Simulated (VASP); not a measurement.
# GeH4 in VASP: a series of runs

The runs below take GeH4 through relaxation of the atoms, with LDA, PBE, PBEsol.

Program: VASP 6.6.1. These are calculated values, not measurements. Logs are shortened: lines on timing, memory, paths and dates and some standing lists are left out, and cuts for length are marked.

### 1 Starting point

The cell holds a molecule in a box, 5 atoms: a = 9.000 Å, b = 9.600 Å, c = 10.200 Å, α = 90.00°, β = 90.00°, γ = 90.00°.

### 2 Relaxation of the atoms, LDA

INCAR

```
PREC = Accurate
ENCUT = 300
EDIFF = 1E-7
ISMEAR = 0
SIGMA = 0.01
LREAL = F
LASPH = T
NELM = 80
ALGO = Fast
ISIF = 2
LWAVE = F
LCHARG = F
IBRION = 2
NSW = 60
EDIFFG = -0.02
```

KPOINTS

```
Automatic mesh
0
Gamma
  1 1 1
```

POSCAR

```
GeH4
1.0
    9.0000000000      0.0000000000      0.0000000000
    0.0000000000      9.6000000000      0.0000000000
    0.0000000000      0.0000000000     10.2000000000
Ge H
1 4
Direct
    0.5000000000      0.5000000000      0.5000000000
    0.5981495500      0.5920152000      0.5866025400
    0.5981495500      0.4079848000      0.4133974600
    0.4018504500      0.5920152000      0.4133974600
    0.4018504500      0.4079848000      0.5866025400
```

Potentials or basis: VASP PAW LDA potentials, release 64 (Ge, H).

On the command line:

```console
$ cat potpaw_LDA.64/Ge/POTCAR potpaw_LDA.64/H/POTCAR > POTCAR
$ mpirun -np 1 vasp_gam > vasp.out
```

OUTCAR:

```text
PREC = Accurate
   ENCUT = 300
   EDIFF = 1E-7
   ISMEAR = 0
   LREAL = F
   LASPH = T
   NELM = 80
   ISIF = 2
   IBRION = 2
   NSW = 60
   EDIFFG = -0.02

 ion  position               nearest neighbor table
   1  0.500  0.500  0.500-   2 1.53   3 1.53   4 1.53   5 1.53
   2  0.598  0.592  0.587-   1 1.53
   3  0.598  0.408  0.413-   1 1.53
   4  0.402  0.592  0.413-   1 1.53
   5  0.402  0.408  0.587-   1 1.53

  LATTYP: Found a simple orthorhombic cell.
 ALAT       =     9.0000000000
 B/A-ratio  =     1.0666666667
 C/A-ratio  =     1.1333333333

  Lattice vectors:

 A1 = (   9.0000000000,   0.0000000000,   0.0000000000)
 A2 = (   0.0000000000,   9.6000000000,   0.0000000000)
 A3 = (   0.0000000000,   0.0000000000,  10.2000000000)

Analysis of symmetry for initial positions (statically):
=====================================================================
 Subroutine PRICEL returns:
 Original cell was already a primitive cell.

 Routine SETGRP: Setting up the symmetry group for a
 simple orthorhombic supercell.

 Subroutine GETGRP returns: Found  4 space group operations
 (whereof  4 operations were pure point group operations)
 out of a pool of  8 trial point group operations.

The static configuration has the point symmetry D_2 .

Analysis of symmetry for dynamics (positions and initial velocities):
=====================================================================
 Subroutine PRICEL returns:
 Original cell was already a primitive cell.

 Routine SETGRP: Setting up the symmetry group for a
 simple orthorhombic supercell.

 Subroutine GETGRP returns: Found  4 space group operations
 (whereof  4 operations were pure point group operations)
 out of a pool of  8 trial point group operations.

The dynamic configuration has the point symmetry D_2 .

 Subroutine INISYM returns: Found  4 space group operations
 (whereof  4 operations are pure point group operations),
 and found     1 'primitive' translations

----------------------------------------------------------------------------------------

                                     Primitive cell

  volume of cell :     881.2800

  direct lattice vectors                    reciprocal lattice vectors
[... 59 lines left out ...]
 SYSTEM =  unknown system
   PREC   = accura    normal or accurate (medium, high low for compatibility)
   ISTART =      0    job   : 0-new  1-cont  2-samecut
   ICHARG =      2    charge: 1-file 2-atom 10-const
   ISPIN  =      1    spin polarized calculation?
   LNONCOLLINEAR =      F non collinear calculations
   LSORBIT =      F    spin-orbit coupling
   LASPH  =      T    aspherical Exc in radial PAW
   ENCUT  =  300.0 eV  22.05 Ry    4.70 a.u.  12.71 13.56 14.41*2*pi/ulx,y,z
   NELM   =     80;   NELMIN=  2; NELMDL= -5     # of ELM steps
   EDIFF  = 0.1E-06   stopping-criterion for ELM
   LREAL  =      F    real-space projection
   EDIFFG = -.2E-01   stopping-criterion for IOM
   NSW    =     60    number of steps for IOM
   IBRION =      2    ionic relax: 0-MD 1-quasi-New 2-CG
   NFREE  =      1    steps in history (QN), initial steepest desc. (CG)
   ISIF   =      2    stress and relaxation
   ISYM   =      2    0-nonsym 1-usesym 2-fastsym
   POTIM  = 0.5000    time-step for ionic-motion
   TEBEG  =    0.0;   TEEND  =   0.0 temperature during run
   PSTRESS=    0.0 pullay stress
   NELECT =       8.0000    total number of electrons
   NUPDOWN=      -1.0000    fix difference up-down
   EMIN   =  10.00;   EMAX   =-10.00  energy-range for DOS
   EFERMI =   0.00;   METHOD = LEGACY
   ISMEAR =     0;   SIGMA  =   0.01  broadening in eV -4-tet -1-fermi 0-gaus
   EFERMI_NEDOS =   21; number of points for ismear=-14 and -15
   IALGO  =     68    algorithm
   IMIX   =      4    mixing-type and parameters
     AMIX     =   0.40;   BMIX     =  1.00
     AMIX_MAG =   1.60;   BMIX_MAG =  1.00
  volume/ion in A,a.u.               =     176.26      1189.43
  Fermi-wavevector in a.u.,A,eV,Ry     =   0.341507  0.645356  1.586811  0.116627
  Thomas-Fermi vector in A             =   1.246103
   LORBIT       =      0    0 simple, 1 ext, 2 COOP (PROOUT), +10 PAW based schemes
   GGA     = CA    functional components
   LHFCALC =     F    Hartree Fock is set to
   AEXX    =    0.0000 exact exchange contribution
   IVDW    =     0    specifies the selected vdW correction
   LEPSILON=     F    determine dielectric tensor
   LRPA    =     F    only Hartree local field effects (RPA)
 conjugate gradient relaxation of ions
 non-spin polarized calculation
 RMM-DIIS sequential band-by-band and
 Gauss-broadening in eV      SIGMA  =   0.01
  energy-cutoff  :      300.00
  volume of cell :      881.28
 maximum number of plane-waves:      5194
 NGX is ok and might be reduce to    50
   NGX = 25   NGY = 27   NGZ = 29

--------------------------------------- Ionic step        1  -------------------------------------------

 number of electron       7.9999985 magnetization

 Free energy of the ion-electron system (eV)
  ---------------------------------------------------
  ext. energy  EPLUGINS =         0.00000000
  ---------------------------------------------------
  free energy    TOTEN  =       -17.93792113 eV

  energy without entropy =      -17.93792113  energy(sigma->0) =      -17.93792113

------------------------ aborting loop because EDIFF is reached ----------------------------------------

  FORCE on cell =-STRESS in cart. coord.  units (eV):
  Direction    XX          YY          ZZ          XY          YZ          ZX
  --------------------------------------------------------------------------------------
  -------------------------------------------------------------------------------------
  Total       -0.3230885     -0.3258422     -0.3314808      0.0000000      0.0000000      0.0000000
  in kB       -0.5873786     -0.5923849     -0.6026360      0.0000000      0.0000000      0.0000000
  external PRESSURE =      -0.5941332 kB  Pullay stress =       0.0000000 kB
[... 65 lines left out ...]
--------------------------------------- Ionic step        3  -------------------------------------------

 number of electron       7.9999985 magnetization

 Free energy of the ion-electron system (eV)
  ---------------------------------------------------
  ext. energy  EPLUGINS =         0.00000000
  ---------------------------------------------------
  free energy    TOTEN  =       -17.94011583 eV

  energy without entropy =      -17.94011583  energy(sigma->0) =      -17.94011583

 E-fermi :  -7.9787     XC(G=0):  -1.0655

 val. band max:       -8.0615221291   @ k =   0.0000   0.0000   0.0000
 cond. band min:      -0.7881748044   @ k =   0.0000   0.0000   0.0000
 fundamental gap:      7.2733473246
 Fermi energy:        -7.9786519108

 k-point     1 :       0.0000    0.0000    0.0000
  band No.  band energies     occupation
      1     -13.9693      2.00000
      2      -8.0621      2.00000
      3      -8.0618      2.00000
      4      -8.0615      2.00000
      5      -0.7882      0.00000
      6       0.4107      0.00000
      7       0.4235      0.00000
      8       0.4270      0.00000
[... 30 lines left out ...]
  FREE ENERGIE OF THE ION-ELECTRON SYSTEM (eV)
  ---------------------------------------------------
  free  energy   TOTEN  =       -17.9401158301 eV

  energy  without entropy=      -17.9401158301  energy(sigma->0) =      -17.94011583

 reached required accuracy - stopping structural energy minimisation
```

CONTCAR:

```text
GeH4
   1.00000000000000
     9.0000000000000000    0.0000000000000000    0.0000000000000000
     0.0000000000000000    9.5999999999999996    0.0000000000000000
     0.0000000000000000    0.0000000000000000   10.1999999999999993
  Ge              H
     1     4
Direct
     0.5000000000000000    0.5000000000000000    0.5000000000000000
     0.5986682955426603    0.5925049490302793    0.5870655431692485
     0.5986682955426603    0.4074950509697207    0.4129344568307515
     0.4013317044573397    0.5925049490302793    0.4129344568307515
     0.4013317044573397    0.4074950509697207    0.5870655431692485

  0.00000000E+00  0.00000000E+00  0.00000000E+00
  0.00000000E+00  0.00000000E+00  0.00000000E+00
  0.00000000E+00  0.00000000E+00  0.00000000E+00
  0.00000000E+00  0.00000000E+00  0.00000000E+00
  0.00000000E+00  0.00000000E+00  0.00000000E+00
```

It took 26 s on 1 thread of Intel Xeon Platinum 8259CL at 2.50GHz (Skylake/Cascade Lake), shared host; peak memory 0.3 GiB.

What came out:

```yaml
Free_energy: -17.9401 eV
Energy_gained_by_relaxing: 0.4 meV/atom
Ionic_steps: 3
Gap_between_the_frontier_levels: 7.27 eV
```

The path:
```
step  energy change (eV)  largest force (eV/Å)  pressure (GPa)
   1              0.0000                0.1357           -0.06
   2             -0.0021                0.0261           -0.10
   3             -0.0022                0.0005           -0.11
```

Final structure:
```yaml
crystal:
  lattice:
    - [9.00000, 0.00000, 0.00000]
    - [0.00000, 9.60000, 0.00000]
    - [0.00000, 0.00000, 10.20000]
  atoms:
    - { symbol: Ge, position: [0.50000, 0.50000, 0.50000] }
    - { symbol: H, position: [0.59867, 0.59250, 0.58707] }
    - { symbol: H, position: [0.59867, 0.40749, 0.41293] }
    - { symbol: H, position: [0.40133, 0.59250, 0.41293] }
    - { symbol: H, position: [0.40133, 0.40749, 0.58707] }
```

Caveat: the cutoff is under 1.25 times the usual one of these potentials, so pressure, stress and relaxed cells hold a basis-set (Pulay) error.

### 3 Relaxation of the atoms, PBE

Changes to INCAR since step 2:

```diff
@@ -12,2 +12,3 @@
 LCHARG = F
+GGA = PE
 IBRION = 2
```

KPOINTS is that of step 2.

POSCAR is that of step 2.

Potentials or basis: VASP PAW PBE potentials, release 64 (Ge, H).

On the command line:

```console
$ cat potpaw_PBE.64/Ge/POTCAR potpaw_PBE.64/H/POTCAR > POTCAR
$ mpirun -np 1 vasp_gam > vasp.out
```

Run time: 63 s. Hardware: 1 thread of Intel Xeon Platinum 8259CL at 2.50GHz (Skylake/Cascade Lake), shared host; peak memory 0.41 GiB.

The run converged. Its results:

| Quantity | Value |
| --- | --- |
| Free energy | -17.3291 eV |
| Energy gained by relaxing | 2.1 meV/atom |
| Ionic steps | 3 |
| Gap between the frontier levels | 7.22 eV |

Step by step:
| step | energy change (eV) | largest force (eV/Å) | pressure (GPa) |
| --- | --- | --- | --- |
| 1 | 0.0000 | 0.3017 | 0.00 |
| 2 | -0.0103 | 0.0555 | -0.09 |
| 3 | -0.0107 | 0.0008 | -0.12 |

Final structure:
```cif
data_structure
_symmetry_space_group_name_H-M 'P 1'
_symmetry_Int_Tables_number 1
_cell_length_a 9.0000
_cell_length_b 9.6000
_cell_length_c 10.2000
_cell_angle_alpha 90.000
_cell_angle_beta 90.000
_cell_angle_gamma 90.000
_cell_volume 881.28
loop_
_atom_site_label
_atom_site_type_symbol
_atom_site_fract_x
_atom_site_fract_y
_atom_site_fract_z
_atom_site_occupancy
Ge1 Ge 0.50000 0.50000 0.50000 1
H1 H 0.59930 0.59310 0.58762 1
H2 H 0.59930 0.40690 0.41238 1
H3 H 0.40070 0.59310 0.41238 1
H4 H 0.40070 0.40690 0.58762 1
```

Levels at points of the mesh, in eV from the valence-band top:
```csv
k point,band 1,band 2,band 3,band 4,band 5,band 6,band 7,band 8
"(0.00, 0.00, 0.00)",-5.78,0.00,0.00,0.00,7.22,8.52,8.53,8.53
```

Caveat: the cutoff is under 1.25 times the usual one of these potentials, so pressure, stress and relaxed cells hold a basis-set (Pulay) error.

### 4 Relaxation of the atoms, PBEsol

Changes to INCAR since step 3:

```diff
@@ -12,3 +12,3 @@
 LCHARG = F
-GGA = PE
+GGA = PS
 IBRION = 2
```

KPOINTS is that of step 3.

POSCAR is that of step 3.

On the command line:

```console
$ cat potpaw_PBE.64/Ge/POTCAR potpaw_PBE.64/H/POTCAR > POTCAR
$ mpirun -np 1 vasp_gam > vasp.out
```

Run time: 69 s. Hardware: 1 thread of Intel Xeon Platinum 8259CL at 2.50GHz (Skylake/Cascade Lake), shared host; peak memory 0.41 GiB.

Results (log left out):

```
Free energy                     : -17.2197 eV
Energy gained by relaxing       : 1.4 meV/atom
Ionic steps                     : 3
Gap between the frontier levels : 7.23 eV
```

Step by step:
```
step  energy change (eV)  largest force (eV/Å)  pressure (GPa)
   1              0.0000                0.2482           -0.02
   2             -0.0070                0.0459           -0.09
   3             -0.0072                0.0006           -0.11
```

Final structure:
```
CELL_PARAMETERS angstrom
9.00000 0.00000 0.00000
0.00000 9.60000 0.00000
0.00000 0.00000 10.20000
ATOMIC_POSITIONS crystal
Ge 0.50000 0.50000 0.50000
H 0.59910 0.59291 0.58744
H 0.59910 0.40709 0.41256
H 0.40090 0.59291 0.41256
H 0.40090 0.40709 0.58744
```

Levels at points of the mesh, in eV from the valence-band top:
```
           k point  band 2  band 3  band 4  band 5  band 6  band 7
(0.00, 0.00, 0.00)    0.00    0.00    0.00    7.23    8.51    8.53
```

Caveat: the cutoff is under 1.25 times the usual one of these potentials, so pressure, stress and relaxed cells hold a basis-set (Pulay) error; the PAW data sets were made with another functional, which shifts forces and pressure a little.

### 5 Summary

```tsv
level	potentials or basis	gap on the mesh (eV)
LDA	VASP PAW LDA potentials, release 64 (Ge, H)	7.27
PBE	VASP PAW PBE potentials, release 64 (Ge, H)	7.22
PBEsol	VASP PAW PBE potentials, release 64 (Ge, H)	7.23
```

Alike in all rows: task relaxation of the atoms; no spin polarisation; cell atoms relaxed; k mesh 1 × 1 × 1; cutoff (eV) 300; smearing gaussian 0.01 eV.

Caveats: the cutoff is under 1.25 times the usual one of these potentials, so pressure, stress and relaxed cells hold a basis-set (Pulay) error; the PAW data sets were made with another functional, which shifts forces and pressure a little (some runs).

Total energies depend on the potentials used, so only differences within one code and one set of settings carry meaning.
